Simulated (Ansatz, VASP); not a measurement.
**Two plane-wave programs on MgTe**

Contents of INCAR:

```
SYSTEM = MgTe
  PREC = Accurate
  ENCUT = 520
  EDIFF = 1E-6
  ISMEAR = 0
  SIGMA = 0.05
  LREAL = .False.
  LASPH = .True.
  NELM = 100
  ALGO = Normal
  ISIF = 2
  LWAVE = .False.
  LCHARG = .False.
  NBANDS = 16
```

File KPOINTS:

```
Automatic mesh
0
Gamma
  9 9 4
  0 0 0
```

File POSCAR:

```
MgTe
1.0
    4.5400020208      0.0000000000      0.0000000000
   -2.2700010104      3.9317570832      0.0000000000
    0.0000000000      0.0000000000      7.1731500000
Mg Te
2 2
Direct
    0.3333333333      0.6666666667      0.0000000000
    0.6666666667      0.3333333333      0.5000000000
    0.3333333333      0.6666666667      0.3700000000
    0.6666666667      0.3333333333      0.8700000000
```

Input for Ansatz:

```yaml
crystal:
  lattice:
    - [4.5400020208, 0.0, 0.0]
    - [-2.2700010104, 3.9317570832, 0.0]
    - [0.0, 0.0, 7.17315]
  atoms:
    - { symbol: Mg, position: [0.3333333333, 0.6666666667, 0.0] }
    - { symbol: Mg, position: [0.6666666667, 0.3333333333, 0.5] }
    - { symbol: Te, position: [0.3333333333, 0.6666666667, 0.37] }
    - { symbol: Te, position: [0.6666666667, 0.3333333333, 0.87] }
basis:
  ecutwfc: 420
kpoints:
  mp_grid: { grid: [9, 9, 4] }
hamiltonian:
  xc: lda
scf:
  occupations: { method: gaussian, width: 0.05 }
output:
  forces: true
  stress: true
  eigenvalues: true
```

Change from the starting cell: strain +0.000 along x and y, -0.030 along z, atoms carried along.

Alike in both runs: task single point; functional LDA; k mesh 9 × 9 × 4; occupations gaussian, width 0.05 eV; no spin polarisation.

|  | VASP | Ansatz |
| --- | --- | --- |
| version | VASP 6.6.1 | Ansatz 0.2.0 |
| potentials or method | VASP PAW LDA potentials, release 64 (Mg, Te) | scalar-relativistic, plane waves, PAW |
| plane-wave cutoff (eV) | 520 | 420 |
| valence electrons in the cell | 16 | 52 |

Ansatz gave:

```
gap on the k mesh at the Fermi level (eV)       : 2.48
least direct gap on the mesh (eV)               : 2.48
pressure (GPa)                                  : 0.5
largest component of the traceless stress (GPa) : 2.48
rms of the force components (eV/Å)              : 0.279
```

Task: Estimate VASP's values.

Result: gap on the k mesh at the Fermi level (eV): 2.51; least direct gap on the mesh (eV): 2.51; pressure (GPa): 0.5; largest component of the traceless stress (GPa): 2.51; rms of the force components (eV/Å): 0.283.

Atom by atom the forces differ by 0.004 eV/Å (rms over components). The two sets of potentials don't hold the same shells in valence.

Caveats: spin-orbit coupling is left out, which moves the levels of the heavy elements; an odd mesh through Γ misses points on the zone boundary, where band edges often lie.
